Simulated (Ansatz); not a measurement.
**Quasiparticle levels of NaF (Fm-3m)**

All numbers below come from G0W0@PBE, plasmon-pole screening, hard PAW set made for 700 eV (Ansatz).

The input was:

```yaml
crystal:
  lattice:
    - [0.0, 2.28, 2.28]
    - [2.28, 0.0, 2.28]
    - [2.28, 2.28, 0.0]
  atoms:
    - { symbol: Na, position: [0.0, 0.0, 0.0] }
    - { symbol: F, position: [0.5, 0.5, 0.5] }
basis:
  precision: f64
  xc_grid: 2
  ecutwfc: 700
  ecutrho_ratio: 4
kpoints:
  mp_grid: { grid: [4, 4, 4], shift: [0, 0, 0] }
hamiltonian:
  xc: pbe
  dispersion: none
  pseudopotentials:
    kind: paw
    azcp:
      F: "pseudopotentials/F.paw.azcp"
      Na: "pseudopotentials/Na.paw.azcp"
magnetization:
  spin_polarized: false
scf:
  lower_state_search: "off"
  max_iter: 200
  occupations: { method: fixed }
  convergence: { dr2_threshold: "1e-10 eV" }
output: {}
gw:
  n_empty_bands: 153
  ecut_chi: 200
  qp_bands: [v1, c1]
```

Linearised quasiparticle energies, zero at the top filled Kohn-Sham level among these points. VB is the top filled band, CB the lowest empty one.

```tsv
k	band	ε_KS (eV)	Σx − Vxc (eV)	Σc (eV)	Z	ε_QP (eV)
Γ	VB	0.00	-7.76	4.31	0.82	-2.85
Γ	CB	6.58	4.37	-2.72	0.90	8.07
```

The gap (direct at Γ) opens from 6.58 eV to 10.92 eV.

Electronic (ion-clamped) dielectric constant on this mesh, from the head of the inverse dielectric matrix: 1.8.

The cell is a model at fixed atoms and needn't be the relaxed known crystal. The mesh is coarse, so these are values at the stated settings, not converged ones. Band sums or response are cut, so the gap isn't at its basis limit.
